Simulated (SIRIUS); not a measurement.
Pd in SIRIUS: convergence with gk cutoff

The system is Pd.

```
Pd
1.0
     0.00000    1.94650    1.94650
     1.94650    0.00000    1.94650
     1.94650    1.94650    0.00000
Pd
1
Direct
  0.00000 0.00000 0.00000
```

```yaml
Program: SIRIUS 7.12.0
Task: convergence study
Functional: PBEsol
Potentials_or_basis: all-electron FP-LAPW
Cutoff: 50 eV
Basis: apw+lo standard
k_mesh: 12 × 12 × 12
Occupations: fermi-dirac, width 0.05 eV
Spin: no spin polarisation
```

These are the settings of the first run; the series varies gk cutoff, with any setting tied to it.

Hardware: 1 thread of Intel(R) Xeon(R) CPU @ 2.60GHz (Ice Lake) (shared host).

| gk cutoff | energy less the tightest run, at zero smearing (meV/atom) | SCF cycles | CPU time (s) | peak memory (GiB) |
| --- | --- | --- | --- | --- |
| 1.91 1/bohr | 4344.79 | 7 | 20 | 0.26 |
| 2.25 1/bohr | 1691.75 | 8 | 23 | 0.27 |
| 2.6 1/bohr | 548.13 | 8 | 23 | 0.27 |
| 2.94 1/bohr | 155.96 | 7 | 22 | 0.28 |
| 3.29 1/bohr | 37.07 | 7 | 22 | 0.29 |
| 3.64 1/bohr | 7.45 | 7 | 24 | 0.33 |
| 3.98 1/bohr | 0.00 | 7 | 28 | 0.39 |

Not settled before the last step: the energy (to 1 meV/atom). The tightest run that finished is the yardstick and may itself not be fully converged.
